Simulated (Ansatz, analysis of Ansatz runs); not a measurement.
## Can an added hole hop between O atoms in Al2O3 (R-3c)?

Question: does an added hole stay on the O atom where it is started in Al2O3 (R-3c), and if so, how high is the barrier for a hop to another O site nearby? Model: a cell of 80 host atoms.

Program: Ansatz 0.2.0. Level of theory: plane-wave PAW DFT, PBEsol+U; relaxation of all atoms of a supercell at fixed charge in a uniform background; PAW set soft_1. Results are calculated unless marked as measured.

Report form: the programs' logs are mostly left out.

### Step 1. The starting structure

The cell holds 80 atoms: 32 Al and 48 O. Its edges and angles: a = 10.278 Å, b = 10.278 Å, c = 10.278 Å, α = 55.3°, β = 55.3°, γ = 55.3°. It derives from Al2O3 (space group R-3c). Nearest the centre at fractional (0.701, 0.125, 0.549): O80 at 1.26 Å, O49 at 1.26 Å, Al53 at 1.52 Å, Al54 at 1.52 Å, O16 at 2.19 Å, Al62 at 2.31 Å, Al41 at 2.31 Å, O45 at 2.36 Å.

Hubbard terms: O p 7.0 eV. They were chosen, not fitted, to curb self-interaction in the shells named, the trial site's among them. The two sites are O49 and O80. The cell's shortest repeat is 9.5 Å.

### Step 2. The cell without the carrier

The neutral cell is relaxed first, from small random displacements, so that bond lengths and moments with the carrier can be set beside those of a relaxed cell without it.

neutral.relax/input.yaml reads:

```yaml
crystal:
  lattice:
    - [4.77330533, 2.75586912, 8.67524507]
    - [-4.77330533, 2.75586912, 8.67524507]
    - [0.0, -5.51173823, 8.67524507]
  atoms:
    - { symbol: Al, position: [0.323977, 0.323977, 0.323977] }
    - { symbol: Al, position: [0.426023, 0.426023, 0.426023] }
    - { symbol: Al, position: [0.073977, 0.073977, 0.073977] }
    - { symbol: Al, position: [0.176023, 0.176023, 0.176023] }
    - { symbol: O, position: [0.222084, 0.027916, 0.375] }
    - { symbol: O, position: [0.472084, 0.125, 0.277916] }
    - { symbol: O, position: [0.027916, 0.375, 0.222084] }
    - { symbol: O, position: [0.375, 0.222084, 0.027916] }
[... 68 atom lines left out ...]
    - { symbol: O, position: [0.527916, 0.875, 0.722084] }
    - { symbol: O, position: [0.875, 0.722084, 0.527916] }
    - { symbol: O, position: [0.625, 0.777916, 0.972084] }
    - { symbol: O, position: [0.777916, 0.972084, 0.625] }
basis:
  ecutwfc: 420
  xc_grid: 2
hamiltonian:
  xc: pbesol
  hubbard:
    sites: [{ species: O, l: p, u_eff: 7.0 }]
    projectors: ortho-atomic
  pseudopotentials: { kind: paw, azcp: { folder: soft_1 }, xc_functional: pbe }
kpoints:
  mp_grid: { grid: [1, 1, 1] }
scf:
  occupations: { method: fermi_dirac, width: 0.01 }
  max_iter: 120
  lower_state_search: "off"
output:
  forces: true
relax:
  f_tol: 0.02
  max_steps: 70
  random_displacement: { amplitude: 0.04, seed: 1882 }
checkpoint:
  write: "../neutral.relax.run"
  compress: false
  write_wavefunctions: true
  write_every: 100000
```

Launch:

```sh
$ ansatz run input.yaml --threads 8 --pin off --max-ram 18841MiB --backend cpu --events-out ev --progress --plain --runs-dir out
```

Elapsed: 21 s, on 8 threads of Arm Neoverse N1, shared host; peak memory 0.97 GiB; 2.5 min of CPU time.

The largest displacement from an ideal site is 0.005 Å.

### Step 3. The hole on the first site

The nearest neighbour or neighbours of the site start displaced and the site's starting moment is changed by the carrier's spin, since a carrier doesn't trap itself in the undistorted lattice.

A.relax/input.yaml reads:

```yaml
crystal:
  lattice:
    - [4.77330533, 2.75586912, 8.67524507]
    - [-4.77330533, 2.75586912, 8.67524507]
    - [0.0, -5.51173823, 8.67524507]
  atoms:
    - { symbol: Al, position: [0.323761, 0.324011, 0.323613] }
    - { symbol: Al, position: [0.399307, 0.446388, 0.419714] }
    - { symbol: Al, position: [0.073677, 0.074016, 0.073569] }
    - { symbol: Al, position: [0.176017, 0.176507, 0.175825] }
    - { symbol: O, position: [0.221664, 0.028617, 0.374602] }
    - { symbol: O, position: [0.471734, 0.12524, 0.277917] }
    - { symbol: O, position: [0.028067, 0.375392, 0.221417] }
    - { symbol: O, position: [0.374885, 0.222109, 0.027933] }
[... 68 atom lines left out ...]
    - { symbol: O, position: [0.528055, 0.875388, 0.72144] }
    - { symbol: O, position: [0.874827, 0.722145, 0.5279] }
    - { symbol: O, position: [0.624828, 0.778589, 0.971498] }
    - { symbol: O, position: [0.778066, 0.972147, 0.624798] }
total_charge: 1
basis:
  ecutwfc: 420
  xc_grid: 2
hamiltonian:
  xc: pbesol
  hubbard:
    sites: [{ species: O, l: p, u_eff: 7.0 }]
    projectors: ortho-atomic
  pseudopotentials: { kind: paw, azcp: { folder: soft_1 }, xc_functional: pbe }
kpoints:
  mp_grid: { grid: [1, 1, 1] }
magnetization:
  spin_polarized: true
  initial_magnetization: 1
  spin_locking: { lock_magnetization: hard }
scf:
  occupations: { method: fermi_dirac, width: 0.01 }
  max_iter: 120
  lower_state_search: "off"
output:
  forces: true
relax:
  f_tol: 0.015
  max_steps: 70
  escape_saddle: false
checkpoint:
  write: "../A.relax.run"
  compress: false
  write_wavefunctions: true
  write_every: 100000
```

The job ended after 90 s (8 threads; peak memory 1.5 GiB; 11 min of CPU time).

The steps of the relaxation:

```csv
step,energy less that of the first step (eV),largest force component (eV/Å)
1,0.0000,4.0639
2,-0.9194,2.0058
3,-0.7524,2.5702
4,-1.4603,0.2851
5,-1.4791,0.1297
6,-0.9018,1.9440
7,-1.4831,0.0345
8,-1.4835,0.0143
```

Relaxation steps 3, 6 were tried and not accepted.

The atoms that moved most (Å):

```csv
atom,dx,dy,dz,length
O49,-0.093,0.162,0.000,0.187
Al54,-0.001,0.084,-0.092,0.125
Al53,-0.071,0.043,0.092,0.124
O57,0.048,0.045,-0.066,0.093
O45,-0.063,-0.019,0.065,0.092
Al2,0.088,0.009,0.022,0.091
Al41,-0.051,-0.071,-0.022,0.090
O77,0.020,-0.047,-0.031,0.059
```

The moves above count from the input, in which the site's nearest neighbours were already displaced; the distances below compare with the cell without the carrier.

Distances from O49 without and with the hole:

```csv
atom,without (Å),with (Å)
Al41,1.86,1.93
Al2,1.86,1.93
Al53,1.98,2.26
Al54,1.98,2.26
```

The largest changes of the moments are 0.77 μB on O49, 0.02 μB on O57 and 0.02 μB on O45. The largest part sits on the chosen site.

### Step 4. The hole on the second site

The same start is made on the second site, to get the end of the hop.

B.relax/input.yaml reads:

```yaml
crystal:
  lattice:
    - [4.77330533, 2.75586912, 8.67524507]
    - [-4.77330533, 2.75586912, 8.67524507]
    - [0.0, -5.51173823, 8.67524507]
  atoms:
    - { symbol: Al, position: [0.323761, 0.324011, 0.323613] }
    - { symbol: Al, position: [0.425996, 0.426569, 0.42587] }
[... 13 atom lines left out ...]
    - { symbol: O, position: [0.471655, 0.125321, 0.777959] }
[... 24 atom lines left out ...]
    - { symbol: Al, position: [0.823657, 0.324245, 0.323482] }
[... 7 atom lines left out ...]
    - { symbol: O, position: [0.624843, 0.278603, 0.471482] }
[... 3 atom lines left out ...]
    - { symbol: Al, position: [0.547785, 0.087145, 0.56709] }
    - { symbol: Al, position: [0.663185, 0.202271, 0.682367] }
[... 25 atom lines left out ...]
    - { symbol: O, position: [0.778066, 0.972147, 0.624798], spin: 1.0 }
total_charge: 1
basis:
  ecutwfc: 420
  xc_grid: 2
hamiltonian:
  xc: pbesol
  hubbard:
    sites: [{ species: O, l: p, u_eff: 7.0 }]
    projectors: ortho-atomic
  pseudopotentials: { kind: paw, azcp: { folder: soft_1 }, xc_functional: pbe }
kpoints:
  mp_grid: { grid: [1, 1, 1] }
magnetization:
  spin_polarized: true
  initial_magnetization: 1
  spin_locking: { lock_magnetization: hard }
scf:
  occupations: { method: fermi_dirac, width: 0.01 }
  max_iter: 120
  lower_state_search: "off"
output:
  forces: true
relax:
  f_tol: 0.015
  max_steps: 70
  escape_saddle: false
checkpoint:
  write: "../B.relax.run"
  compress: false
  write_wavefunctions: true
  write_every: 100000
```

Wall time 1.9 min (8 threads); peak memory 1.5 GiB; 14 min of CPU time.

Distances from O80 without and with the hole:

```csv
atom,without (Å),with (Å)
Al71,1.86,1.93
Al62,1.86,1.94
Al54,1.98,2.26
Al53,1.98,2.26
```

The largest changes of the moments are 0.77 μB on O80, 0.02 μB on O58 and 0.02 μB on O77. The largest part sits on the chosen site.

### Step 5. Points on the line between the two structures

All atoms move on the straight line between the two relaxed structures, 3.10 amu^1/2 Å long in mass-weighted terms. Each point starts from the state of the point before, once from either end, so that both localised states can be followed; the midpoint is also started with the carrier shared.

A.x0500/input.yaml reads:

```yaml
crystal:
  lattice:
    - [4.77330533, 2.75586912, 8.67524507]
    - [-4.77330533, 2.75586912, 8.67524507]
    - [0.0, -5.51173823, 8.67524507]
  atoms:
    - { symbol: Al, position: [0.32182, 0.323213, 0.32309] }
    - { symbol: Al, position: [0.416923, 0.434494, 0.42157] }
[... 13 atom lines left out ...]
    - { symbol: O, position: [0.475894, 0.125161, 0.773873] }
[... 32 atom lines left out ...]
    - { symbol: O, position: [0.624613, 0.285662, 0.463348], spin: 1.0 }
[... 3 atom lines left out ...]
    - { symbol: Al, position: [0.563764, 0.073561, 0.57522] }
    - { symbol: Al, position: [0.674451, 0.176776, 0.686027] }
[... 3 atom lines left out ...]
    - { symbol: O, position: [0.872308, 0.217725, 0.530477] }
[... 21 atom lines left out ...]
    - { symbol: O, position: [0.786373, 0.964676, 0.625131] }
total_charge: 1
basis:
  ecutwfc: 420
  xc_grid: 2
hamiltonian:
  xc: pbesol
  hubbard:
    sites: [{ species: O, l: p, u_eff: 7.0 }]
    projectors: ortho-atomic
  pseudopotentials: { kind: paw, azcp: { folder: soft_1 }, xc_functional: pbe }
kpoints:
  mp_grid: { grid: [1, 1, 1] }
magnetization:
  spin_polarized: true
  initial_magnetization: 1
  spin_locking: { lock_magnetization: hard }
scf:
  occupations: { method: fermi_dirac, width: 0.01 }
  max_iter: 120
  lower_state_search: "off"
output:
  forces: true
  eigenvalues: true
  eigenstates: { localisation: true }
  write_density: true
  write_potential: true
  volumetric_format: npy
checkpoint:
  read: "../A.x0375.run"
  write: "../A.x0500.run"
  compress: false
  write_wavefunctions: true
  write_every: 100000
```

The job ended after 22 s (8 threads; peak memory 1.5 GiB; 2.7 min of CPU time).

From eigenstates.tsv, first k-point; energies on the run's zero. The participation number counts the atoms that a state is spread over, of 80; bands count from 0.

```csv
spin,band,energy (eV),occupation,participation,largest share on,share
down,185,5.345,1.00,29.9,O80,0.07
down,186,5.391,1.00,33.2,O80,0.07
down,187,5.500,1.00,41.6,O75,0.05
down,188,5.623,1.00,21.8,O80,0.16
down,189,5.674,1.00,12.9,O80,0.23
down,190,5.983,1.00,3.7,O80,0.51
down,191,7.492,0.00,1.8,O49,0.74
down,192,13.811,0.00,77.3,O49,0.03
down,193,15.874,0.00,41.7,O49,0.09
down,194,16.023,0.00,60.9,O18,0.03
down,195,16.395,0.00,52.3,O49,0.07
up,186,5.337,1.00,30.0,O76,0.07
up,187,5.381,1.00,32.7,O80,0.07
up,188,5.495,1.00,41.2,O75,0.05
up,189,5.603,1.00,22.1,O80,0.16
up,190,5.678,1.00,14.4,O80,0.21
up,191,5.975,1.00,3.6,O80,0.51
up,192,13.781,0.00,75.5,O49,0.03
up,193,15.765,0.00,32.4,O49,0.11
up,194,15.947,0.00,55.1,Al53,0.04
up,195,16.329,0.00,59.0,O49,0.05
up,196,16.524,0.00,36.4,Al41,0.09
```

Under PBEsol+U (7 eV) at the zone centre alone, the highest filled state is spin down, spread over 4 of 80 atoms, and the lowest empty one, 1.51 eV above it, is spin down, spread over 2 of 80 atoms.

The largest moments in the atoms' spheres: O49 0.73, O45 0.03, O57 0.02, O65 0.01, O47 0.01, O20 0.01 μB.

Spin density in the ac plane at fractional y = 0.125, through the centre, with atoms of Al and O within 0.45 Å of it.

Ten even steps from '0' (-0.30 × 1e-2 e/Å³) to '9' (1.67 × 1e-2 e/Å³), each cell a mean:
```
11111111111111111111111111111
11111111111111111111111111111
11111111111111111111111111111
11111111111221111111111111111
11111111111134111111111111111
11111111111112531111111111111
11111111111111342111111111111
11111111111111122111111111111
11111111111111111101111111111
11111111111111111000111111111
11111111111111111110001111111
11111111111111110124311111111
11111111111111110002431111111
11111111111111111000121111111
11111111111111111124210111111
11111111111111111124631111341
21111111111111111112332111495
73111111111111111111111111236
43211111111111111111111111111
12111111111111111111111111111
11111111111111111111111111111
11111111111111111111111111111
11111111111111111111111111111
11111111111111111111111111111
```
Columns run along a (10.3 Å), rows up along c (10.3 Å). Atoms in or near the plane, at fractional coordinates: Al at (0.07, 0.07), Al at (0.18, 0.17), O at (0.47, 0.28), Al at (0.07, 0.57), Al at (0.17, 0.68), O at (0.48, 0.77), Al at (0.57, 0.08), Al at (0.68, 0.18), O at (0.97, 0.28), Al at (0.56, 0.58), Al at (0.67, 0.69), O at (0.97, 0.78).

Valence density in the ac plane at fractional y = 0.125, through the centre, with atoms of Al and O within 0.45 Å of it. It is the smooth field of the valence electrons, not physical close to the nuclei.

Ten steps, logarithmic in the rise over the least value, from '_' (0.1 e/Å³) to '@' (7.2 e/Å³), each cell a mean:
```
::......::......________..::::......::::....________..::::
____..::--::..________....______..::----::..______......__
____..--====--..____::------..____::--====::____..--====::
==::..::==++==--..__--++**##++--..::--++++==::__::==**##**
##==::::--==++==::__::++%%@@%%**--::::==++==--....==##@@@@
@@##==::..------::__..--##@@@@%%++--..::----::..__::++%%@@
%%**==::____..::..____..--**%%##**==::____..::..____::++##
++==--::..____............--==++==--::..____..::......::--
::::::::::::....::::----::::::::::::..........::------::::
..__..::::::::::::::======--..__........::::::::==++++==--
::____..::::::::....--==++==--..____............--==++++==
--..__..::::::....__..--====--::____..........__..::======
::......::....__________..::::....::::....__________..::::
____..::--::..______........____..::----::..______......__
____..--====--..__..::--==--..__..::==++==::..__..--==--::
==....::==++==--....--++####++--..::==++++==::..::==**##**
##==::::--==++==::__::++%%@@%%**--::::==++==--....==##@@@@
@@##==::..------::__..--##@@@@%%++--..::------..__::++%%@@
%%**==::..__..::..____..--**%%##++--..__....::..____::++##
++==--::..______..........--==++==--::..____..........::--
::::::::::::....::::----::::::::::::::::::....::------::::
..__..::::::::::::::======--::__....::::::::::::--======--
::____..::::::::..::--==++==--..__..::::::::....::==++++==
--..__..::::::....__..--====--::..__..::::....__..::--====
```
Columns run along a (10.3 Å), rows up along c (10.3 Å). Atoms in or near the plane, at fractional coordinates: Al at (0.07, 0.07), Al at (0.18, 0.17), O at (0.47, 0.28), Al at (0.07, 0.57), Al at (0.17, 0.68), O at (0.48, 0.77), Al at (0.57, 0.08), Al at (0.68, 0.18), O at (0.97, 0.28), Al at (0.56, 0.58), Al at (0.67, 0.69), O at (0.97, 0.78).

Electrostatic potential energy in the ac plane at fractional y = 0.125, through the centre, with atoms of Al and O within 0.45 Å of it. With pseudopotentials it is smooth inside the atoms' cores, unlike the true potential.

Ten even steps from '_' (-24 eV) to '@' (13 eV), each cell a mean:
```
%%##++++**%%@@@@@@@@@@@@@@@@@@%%**++++##%%@@@@@@@@@@@@@@@@
@@@@%%%%%%%%@@@@@@@@@@@@@@@@@@@@@@%%%%%%@@@@@@@@@@@@@@@@@@
@@@@@@@@@@%%@@@@@@@@@@@@@@@@@@@@@@@@@@%%@@@@@@@@@@@@@@@@@@
@@@@@@@@%%##%%@@@@@@@@%%====##@@@@%%%%%%%%@@@@@@@@%%==--++
--%%%%######%%@@@@@@@@##..__..**%%##****##%%@@@@@@@@--____
__==##++==++**%%@@@@@@@@==____..****==++++**%%@@@@@@##..__
..==##++++**++++%%@@@@@@@@++....**##++**##++**%%@@@@@@%%--
####%%##++****==**%%@@@@%%%%####%%%%**++**++==##@@@@@@%%%%
++++####**++++==++%%@@@@%%**++++**##%%**++==++##%%@@@@##++
++**++**%%##****##%%@@%%%%++==++++++##%%######%%@@%%%%##++
++##**++**%%@@%%%%@@@@%%%%##==**##++++%%@@@@@@@@@@%%####**
**++++==++%%@@@@@@@@@@@@@@%%**==++====##%%@@@@@@@@@@@@@@%%
@@##++++**%%@@@@@@@@@@@@@@@@@@##**++++##%%@@@@@@@@@@@@@@@@
@@@@%%%%%%@@@@@@@@@@@@@@@@@@@@@@%%%%%%%%@@@@@@@@@@@@@@@@@@
@@@@@@@@@@@@@@@@@@@@@@@@@@@@@@@@@@@@%%%%%%@@@@@@@@@@@@@@@@
@@@@@@@@%%%%%%@@@@@@@@##----##@@@@@@%%####@@@@@@@@@@++--++
--%%%%######%%@@@@@@@@##______**%%########%%@@@@@@@@--____
__==##++==++**%%@@@@@@@@==____..##**====++##@@@@@@@@##..__
..==##++++##++++%%@@@@@@@@++::::****==****++**@@@@@@@@%%--
####%%##++**##++++%%@@@@@@%%####%%%%++++##++++##@@@@@@%%%%
++++######++++==++%%@@@@%%**++++**####**++++==**%%@@@@##++
++**++**%%##******%%@@%%%%**==**++++##%%##****##%%%%%%##++
++####++**%%@@%%%%@@@@%%%%##++**##++++%%@@@@%%@@@@@@%%%%**
**++++++++%%@@@@@@@@@@@@@@@@##++++++==##@@@@@@@@@@@@@@@@%%
```
Columns run along a (10.3 Å; values clipped at the 3rd and 97th percentile), rows up along c (10.3 Å). Atoms in or near the plane, at fractional coordinates: Al at (0.07, 0.07), Al at (0.18, 0.17), O at (0.47, 0.28), Al at (0.07, 0.57), Al at (0.17, 0.68), O at (0.48, 0.77), Al at (0.57, 0.08), Al at (0.68, 0.18), O at (0.97, 0.28), Al at (0.56, 0.58), Al at (0.67, 0.69), O at (0.97, 0.78).

Free energies from the first end:

```csv
started from,fraction,energy (eV),moment change on O49 (μB),on O80 (μB)
first site,0,0.000,0.77,0.00
first site,0.125,0.048,0.76,0.00
first site,0.25,0.188,0.75,0.00
first site,0.375,0.418,0.74,0.00
first site,0.5,0.731,0.73,0.01
first site,0.625,1.119,0.69,0.03
second site,0.875,0.047,0.00,0.76
second site,0.75,0.186,0.00,0.75
second site,0.625,0.414,0.00,0.74
second site,0.5,0.727,0.01,0.73
second site,0.375,1.114,0.03,0.69
shared,0.5,0.727,0.01,0.73
second site,1,0.000,0.00,0.77
```

### Step 6. Outcome

```yaml
barrier_forward: 0.73 eV
barrier_backward: 0.73 eV
distance_of_the_two_sites_without_the_carrier: 2.53 Å
carrier_at_the_midpoint: on one site
```

**Reading.** On this line the hole must cross 0.73 eV to hop 2.53 Å; both ends have the same energy within 0.005 eV. At the midpoint the lowest state found keeps the carrier on one site, so the two localised curves cross in a cusp. This suggests weak coupling and a hop slower than the barrier alone implies, though U itself penalises the shared state. The start with the carrier shared fell onto one site. With an assumed attempt frequency of 1e13 per second the rate at 300 K would be 6e+00 per second for this barrier, if every crossing succeeded. A straight line need not be the lowest path, so the true barrier at this U can be lower, or higher if the ends can still break their symmetry. No run compares the localised hole with one spread in the band, so its binding is unknown and the barrier may exceed it. The program's search for lower electronic states was switched off in all runs, so that each state is followed; none is shown to be the lowest at its structure. No image-charge correction is applied; it nearly cancels along the line while the charge stays localised. Keep in mind: sampling at the zone centre alone can move energies of charged and open-shell states by tenths of an eV or more in cells of this size; gap and trapping depend on the U chosen (O p 7.0 eV).

[Logs are printed without paths, hosts, clocks, repeated set-up lines and the standing remarks that a program may print on its own settings, such as how far it seeks lower states.]

[Hosts, paths, dates, database ids (printed as entryN), source tags and the programs' standing remarks are cut or masked in the printed files.]
